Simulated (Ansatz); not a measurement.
**SnTe under changes of volume**

One of the cells (31.281 Å³/atom); the others are scaled copies at fixed shape and fractional positions:

```
Te Sn
1.0
     0.00000    3.15085    3.15085
     3.15085    0.00000    3.15085
     3.15085    3.15085    0.00000
Te Sn
1 1
Direct
  0.50000 0.50000 0.50000
  0.00000 0.00000 0.00000
```

| Quantity | Value |
| --- | --- |
| Program | Ansatz 0.2.0 |
| Functional | LDA |
| Potentials or basis | all-electron LAPW, scalar-relativistic |
| Cutoff | 186 eV (chosen from the basis error) |
| Basis error allowed | 0.001 eV/atom |
| k mesh | 7 × 7 × 7 |
| Occupations | fermi-dirac, width 0.05 eV |
| Spin | no spin polarisation |

```tsv
volume (Å³/atom)	energy over the lowest point (meV/atom)	pressure (GPa)
29.404	?	?
30.030	0.00	0.4
30.656	0.54	-0.6
31.281	4.87	-1.6
31.907	12.55	-2.4
32.532	23.25	-3.1
33.158	36.65	-3.7
```

Question: What does the run at 29.404 Å³/atom give?

Answer: Energy over the lowest point 3.68 meV/atom; pressure 1.5 GPa.

Worked out: A Birch-Murnaghan fit of order 3 (a polynomial in V^(-2/3)) to the other rows has its minimum at 30.25 Å³/atom with B0 = V·E''(V) = 50 GPa and B' = 4.5. It gives 3.68 meV/atom at 29.404 Å³/atom, against the run's 3.68, and -dE/dV = 1.5 GPa, against 1.5.

Energies are extrapolated to zero smearing.
